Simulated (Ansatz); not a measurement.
Runs of Ansatz 0.2.0 on Hf. Symmetry: P6_3/mmc, No. 194, hexagonal system. The conventional cell has a = 3.197 Å, b = 3.197 Å, c = 5.058 Å, α = 90.00°, β = 90.00°, γ = 120.00°. Hf (site symmetry -6m2) is surrounded by 12 Hf at 3.13 to 3.20 Å. 

```csv
task,level,spin,k mesh,smearing,atoms under strain,gap on the mesh (eV),pressure (GPa)
single point,RPBE,off,10 × 10 × 5,gaussian 0.02 eV,-,none,3.5
single point,LDA,off,10 × 10 × 5,gaussian 0.02 eV,-,none,(a)
atomic charges,LDA,off,10 × 10 × 5,methfessel-paxton 0.2 eV,-,none,(b)
single point,BLYP+D3(BJ),"SOC, no magnetisation",7 × 7 × 4,methfessel-paxton 0.2 eV,-,none,-5.0
elastic constants,PBEsol,off,7 × 7 × 4,fermi-dirac 0.05 eV,relaxed,none,-3.5
```

Alike in all rows: potentials or basis Ansatz PAW; cell as given; cutoff (eV) 420.

Q: Estimate the missing entries.

A: (a) -8.0; (b) -7.9.

Caveats: the PAW data sets come from PBE, with cores solved anew for the run's functional, which leaves a small shift of forces and pressure; pairwise dispersion overbinds metals, which lowers pressure and volume (some runs); the cell is more than 3 GPa from zero pressure, which shifts response properties (some runs); elastic constants of metals need much finer meshes, so these are rough (some runs).

A k mesh can miss the band edges, and rows without SOC leave out spin-orbit coupling on Hf.

A gap of «none» marks a metal or a gap under the smearing width.

Runs at the PBE level aren't shown here.
